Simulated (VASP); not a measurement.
Wanted: the native input for a VASP 6.6.1 run.

```
Task                   : relaxation of cell and atoms
Functional             : r2SCAN
Potentials or basis    : VASP PAW PBE potentials, release 64 (Ca_sv, S)
Cutoff                 : 600 eV
k mesh                 : 8 × 8 × 8
Occupations            : gaussian, width 0.02 eV
Spin                   : no spin polarisation
Dipole correction      : no
Further INCAR settings : ALGO = Normal; EDIFF = 1e-07; IBRION = 2; EDIFFG = -0.02; NSW = 70; ISIF = 3
```

CaS:

```xyz
2
Lattice="0.0000 2.8524 2.8524 2.8524 0.0000 2.8524 2.8524 2.8524 0.0000" Properties=species:S:1:pos:R:3 pbc="T T T"
Ca    0.0000    0.0000    0.0000
S     2.8524    2.8524    2.8524
```

The cell comes from a database or a generator and needn't be the stable form of this composition.

One way to write it, as run:

POSCAR

```
CaS
1.0
    0.0000000000      2.8523740000      2.8523740000
    2.8523740000      0.0000000000      2.8523740000
    2.8523740000      2.8523740000      0.0000000000
Ca S
1 1
Direct
    0.0000000000      0.0000000000      0.0000000000
    0.5000000000      0.5000000000      0.5000000000
```

INCAR.step1

```
SYSTEM = CaS
ALGO = Normal
EDIFF = 1E-4
ENCUT = 600
GGA = PE
ISMEAR = 0
LASPH = .TRUE.
LCHARG = .FALSE.
LREAL = .FALSE.
LWAVE = .TRUE.
NELM = 100
PREC = Accurate
SIGMA = 0.02
```

INCAR.step2

```
SYSTEM = CaS
ALGO = Normal
EDIFF = 1E-7
EDIFFG = -0.02
ENCUT = 600
IBRION = 2
ISIF = 3
ISMEAR = 0
ISTART = 1
LASPH = .TRUE.
LCHARG = .FALSE.
LMIXTAU = .TRUE.
LREAL = .FALSE.
LWAVE = .FALSE.
METAGGA = R2SCAN
NELM = 100
NSW = 70
PREC = Accurate
SIGMA = 0.02
```

KPOINTS

```
k-points
0
G
  8 8 8
  0 0 0
```

Potentials or basis: VASP PAW PBE potentials, release 64 (Ca_sv, S).

Run with:

```sh
$ cat potpaw_PBE.64/Ca_sv/POTCAR potpaw_PBE.64/S/POTCAR > POTCAR
$ cp INCAR.step1 INCAR
$ mpirun -np 1 vasp_std > vasp.out
$ cp INCAR.step2 INCAR
$ mpirun -np 1 vasp_std > vasp.out
```

Results of the run:

```json
{
 "Pressure after relaxing": "0.0 GPa",
 "Band gap on the k mesh": "2.81 eV, indirect (least direct gap 3.64 eV)"
}
```

Caveat: the relaxation stopped at its first step, so nothing moved; the PAW data sets were made with another functional, which shifts forces and pressure a little.

Wall time 34 s on 1 thread of Intel(R) Xeon(R) 6975P-C (Granite Rapids), with other jobs on the host, peak memory 0.2 GiB.
